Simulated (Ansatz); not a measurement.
# Two inputs for CO₂

Cell: a computed structure from the Materials Project (it need not be an observed phase), taken as it stands.

Space group Pbcn (No. 60); a = 4.7845, b = 6.3155, c = 5.6789 Å.

| site | Wyckoff | site symmetry | x | y | z |
| --- | --- | --- | --- | --- | --- |
| C | 4c | .2. | 0.5000 | 0.8530 | 0.7500 |
| O | 8d | 1 | 0.7010 | 0.1463 | 0.1336 |

One atom of each set is listed.

Reference run. The numbers come from a DFT calculation in Ansatz (PBE, plane waves and PAW, scalar-relativistic, 420 eV cutoff, Γ-centred 5×4×4 k-points, Fermi–Dirac smearing 0.02 eV).

Task: The input is changed as follows: `kpoints.mp_grid.shift`: not typed → [0.5, 0.5, 0.5]; `basis.xc_grid`: not typed → 1; `basis.ecutwfc`: not typed → 36.7 Ry. What happens to V_zz (10²¹ V/m²) and η?

Result: 

```tsv
site	V_zz reference	η reference	V_zz changed	η changed
C	-2.92	0.01	-2.97	0.01
O	7.09	0.03	7.10	0.03
```

The largest change of V_zz is on C, from -2.92 to -2.97. In per cent, |V_zz| changes by +2 on C, 0 on O (all sites that start above 0.5). SCF iterations: 7 and 7.
